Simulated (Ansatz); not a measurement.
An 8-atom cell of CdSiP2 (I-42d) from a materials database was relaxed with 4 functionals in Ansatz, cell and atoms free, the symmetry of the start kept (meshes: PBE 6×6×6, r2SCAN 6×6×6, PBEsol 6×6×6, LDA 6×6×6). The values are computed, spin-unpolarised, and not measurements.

The LDA result:
```
Cd Si P
1.0
    -2.79309    2.79309    5.23093
     2.79309   -2.79309    5.23093
     2.79309    2.79309   -5.23093
Cd Si P
2 2 4
Cartesian
  0.0000 2.7931 2.6155
  0.0000 0.0000 0.0000
  0.0000 0.0000 5.2309
  2.7931 0.0000 2.6155
  1.1679 1.3965 6.5387
  1.3965 -1.1679 3.9232
  1.6251 1.3965 1.3077
  1.3965 3.9610 -1.3077
```

Space group I-42d (No. 122), tetragonal; a = 5.586 Å, c = 10.462 Å in the conventional setting, 20.40 Å³ an atom. Cd is surrounded by 4 P at 2.51 Å; Si is surrounded by 4 P at 2.24 Å; P is surrounded by 2 Si at 2.24 Å and 2 Cd at 2.51 Å.

Q: Order the functionals by the relaxed volume, smallest first.
A. LDA
B. PBE
C. r2SCAN
D. PBEsol

A: A (20.40 Å³/atom), D (20.91 Å³/atom), C (21.24 Å³/atom), B (21.67 Å³/atom).

Q: What lattice does r2SCAN give?

A: a = 5.694 Å, c = 10.484 Å; the volume differs by +4.1 % from LDA's. Cd is surrounded by 4 P at 2.57 Å; Si is surrounded by 4 P at 2.26 Å; P is surrounded by 2 Si at 2.26 Å and 2 Cd at 2.57 Å.

Q: How does the cell change with PBE?

A: a = 5.724 Å, c = 10.579 Å; the volume differs by +6.2 % from LDA's. Cd has 4 P at 2.58 Å; Si has 4 P at 2.27 Å; P has 2 Si at 2.27 Å and 2 Cd at 2.58 Å.

Q: Held at the r2SCAN cell, what mean stress do LDA and PBE find, and does its sign point to their own minimum?

A: Yes. LDA -3.14 GPa, and its relaxed volume is -3.9 % from r2SCAN's; PBE +1.58 GPa, and its relaxed volume is +2.0 % from r2SCAN's. Compression counts positive, so a positive stress asks for a larger cell.
